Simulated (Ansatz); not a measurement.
# Si: the cost of one run

Program: Ansatz 0.2.0. Level of theory: DFT LDA, scalar-relativistic, plane waves, PAW. These are calculated values, not measurements.

1 further run of the same task is left out (it didn't finish).

### 1 The starting structure

The structure is hexagonal, space group P6_3/mmc (No. 194). Conventional cell: a = 3.831 Å, b = 3.831 Å, c = 6.333 Å, α = 90.00°, β = 90.00°, γ = 120.00°. Si (site symmetry 3m) has 4 Si at 2.35 to 2.37 Å as nearest neighbours.

Structure file:

```cif
data_structure
_symmetry_space_group_name_H-M 'P6_3/mmc'
_symmetry_Int_Tables_number 194
_cell_length_a 3.8313
_cell_length_b 3.8313
_cell_length_c 6.3326
_cell_angle_alpha 90.000
_cell_angle_beta 90.000
_cell_angle_gamma 120.000
_cell_volume 80.50
loop_
_atom_site_label
_atom_site_type_symbol
_atom_site_symmetry_multiplicity
_atom_site_Wyckoff_symbol
_atom_site_fract_x
_atom_site_fract_y
_atom_site_fract_z
_atom_site_occupancy
Si1 Si 4 f 0.33333 0.66667 0.06301 1
```

The structure comes from the Materials Project (structure only).

### 2 Functional and cell changed: LDA

What differs from the listed cell: strain xx, yy, zz, yz, xz, xy = +3.4, +3.4, -5.6, +0.0, +0.0, +0.0 %; atoms moved by 0.25 Å root mean square, at most 0.25 Å.

File input.yaml:

```yaml
crystal:
  lattice:
    - [3.9618504464, 0.0, 0.0]
    - [-1.9809252232, 3.4310631326, 0.0]
    - [0.0, 0.0, 5.9784384517]
  atoms:
    - { symbol: Si, position: [0.33333333, 0.66666667, 0.0235313818] }
    - { symbol: Si, position: [0.66666667, 0.33333333, 0.5235313818] }
    - { symbol: Si, position: [0.33333333, 0.66666667, 0.4764686182] }
    - { symbol: Si, position: [0.66666667, 0.33333333, 0.9764686182] }
basis:
  ecutwfc: 420
kpoints:
  mp_grid: { grid: [12, 12, 6] }
hamiltonian:
  xc: lda
scf:
  occupations: { method: gaussian, width: 0.05 }
output:
  forces: true
  stress: true
  eigenvalues: true
```

The run is started by

```
$ ansatz run input.yaml --threads 1 --pin off --max-ram 1331MiB --backend cpu --events-out ev --progress --plain --runs-dir out
```

What time and memory should one allow on 1 thread of an x86-64 CPU, shared host?

About 9.2 s, with a peak of 0.36 GiB.
